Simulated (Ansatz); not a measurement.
One atom moved over a plane in SnSe

Computed with DFT PBEsol, scalar-relativistic, plane waves, PAW (Ansatz). Settings: plane waves to 420 eV, k-mesh 8×8×8 (Γ-centred), Gaussian smearing 0.05 eV. No spin polarisation. Energies are free energies at this smearing, counted from the undisturbed cell; pressure is positive in compression.

Reference structure (as given, not relaxed at this level; it stands at -1.9 GPa; this rock-salt form isn't the usual structure):

```
Sn Se
1.0
     0.00000    3.01000    3.01000
     3.01000    0.00000    3.01000
     3.01000    3.01000    0.00000
Sn Se
1 1
Direct
  0.00000 0.00000 0.00000
  0.50000 0.50000 0.50000
```

Atom 1 (Sn) is moved by p along (0.707, 0.707, 0.000) and q along (0.000, 0.000, 1.000) (Å), all else fixed. Points are written (p, q).

Energy above the undisturbed cell in eV/cell (a dash: not computed):

| p \ q | -0.200 | -0.100 | 0.000 | 0.100 | 0.200 |
| --- | --- | --- | --- | --- | --- |
| -0.200 | 0.01 | 0.01 | ? | 0.01 | 0.01 |
| -0.100 | 0.01 | 0.00 | ? | 0.00 | 0.01 |
| 0.000 | 0.00 | 0.00 | 0.00 | 0.00 | 0.00 |
| 0.100 | 0.01 | 0.00 | ? | 0.00 | 0.01 |
| 0.200 | 0.01 | 0.01 | ? | 0.01 | 0.01 |

(1) Fill in the withheld energies.

Results:

(1) (-0.200, 0.000): 0.00; (-0.100, 0.000): 0.00; (0.100, 0.000): 0.00; (0.200, 0.000): 0.00.